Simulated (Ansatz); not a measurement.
The system is Na2S.

```
S Na
1.0
     0.00000    3.27350    3.27350
     3.27350    0.00000    3.27350
     3.27350    3.27350    0.00000
S Na
1 2
Direct
  0.00000 0.00000 0.00000
  0.75000 0.75000 0.75000
  0.25000 0.25000 0.25000
```

Base run:

```yaml
Program: Ansatz 0.2.0
Functional: PBEsol
Potentials_or_basis: all-electron LAPW, scalar-relativistic
Cutoff: 157 eV
Density_cutoff: 627 eV
Basis_error_allowed: 0.001 eV/atom
k_mesh: 7 × 7 × 7
Occupations: fermi-dirac, width 0.05 eV
Spin: no spin polarisation
```

Its results: band gap on the k mesh 2.36 eV, direct; pressure -0.6 GPa.

Task: After a change of settings the same cell gave: band gap on the k mesh 2.48 eV, direct; pressure 0.3 GPa. Which change was it?
A. basis error allowed from 0.001 eV/atom to 0.002 eV/atom
B. functional from PBEsol to LDA; basis error allowed from 0.001 eV/atom to 0.002 eV/atom
C. potentials or basis from all-electron LAPW, scalar-relativistic to all-electron PAW datasets made for the crystal
D. functional from PBEsol to PBE

Result: D.

PBE binds less tightly than PBEsol, so the same cell stands under more pressure.

Caveats: an odd mesh through Γ misses points on the zone boundary, where band edges often lie.

Not every run made on this cell is shown here.
